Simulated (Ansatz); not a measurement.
**Collinear states of CuO**

Method: DFT PBE+U, scalar-relativistic, plane waves, PAW in Ansatz.

```yaml
crystal:
  lattice:
    - [1.99097, -2.15355, 0.00000]
    - [1.99097, 2.15355, 0.00000]
    - [0.00000, 0.00000, 5.15593]
  atoms:
    - { symbol: Cu, position: [0.00000, 0.50000, 0.00000] }
    - { symbol: Cu, position: [0.50000, 0.00000, 0.50000] }
    - { symbol: O, position: [0.50000, 0.50000, 0.25000] }
    - { symbol: O, position: [0.50000, 0.50000, 0.75000] }
```

```
plane-wave cutoff                                : 420 eV
Γ-centred k-mesh                                 : 14×14×8
occupation rule                                  : Gaussian smearing, 0.1 eV
U_eff on Löwdin-orthogonalised atomic d orbitals : Cu 4 eV
list of starting moments (μB, in atom order)     : 1 1 0 0
check for lower electronic states after the SCF  : on
```

All runs keep this geometry, which isn't relaxed for the lowest state (largest force there 0.159 eV/Å, pressure 3.5 GPa) and needn't be a stable compound; relaxing each order can shift differences of a few meV. Signs run over the atoms with starting moments. A propagation vector, in units of the reciprocal vectors, doubles the cell, which takes an equally dense mesh. The large starts are 2.5 2.5 0 0 μB. The small starts are 0.5 0.5 0 0 μB. Site moments are spin moments in atom-centred spheres that scale with the neighbour distance. The states are those that the runs reached from these starts; a lower one can exist.

Problem. Starts tried: no spin; ferromagnetic; large parallel starting moments; antiferromagnetic in the cell, signs +-; antiferromagnetic, doubled cell, propagation vector (0, 0, 1/2); small parallel starting moments. Which state comes out lowest, and what are the moments?

Solution. The lowest state is antiferromagnetic, reached from the start “antiferromagnetic, doubled cell, propagation vector (0, 0, 1/2)”, with site moments (μB) Cu +0.56 (×2), O +0.30, Cu -0.56 (×2), O -0.30. The next state lies only 1.53 meV/atom higher, which mesh, smearing and relaxation can turn, so the order isn't settled.

| start | ends | energy above lowest (meV/atom) | site moments (μB) | gap on mesh (eV) | P (GPa) |
| --- | --- | --- | --- | --- | --- |
| no spin | non-magnetic | 50.7 | none over 0.05 | metal | 3.5 |
| ferromagnetic | ferromagnetic | 20.5 | Cu +0.58 (×2), O +0.32 (×2) | metal | 3.8 |
| large parallel starting moments | ferromagnetic | 20.5 | Cu +0.58 (×2), O +0.32 (×2) | metal | 3.8 |
| antiferromagnetic in the cell, signs +- | antiferromagnetic | 1.53 | Cu +0.54, Cu -0.54 | metal | 3.5 |
| antiferromagnetic, doubled cell, propagation vector (0, 0, 1/2) | antiferromagnetic | 0.00 | Cu +0.56 (×2), O +0.30, Cu -0.56 (×2), O -0.30 | 0.28 | 3.5 |
| small parallel starting moments | ferromagnetic | 20.5 | Cu +0.58 (×2), O +0.32 (×2) | metal | 3.8 |

Cost: 6 runs of about 16 core-minutes in all, on Arm Neoverse V1 (shared hosts).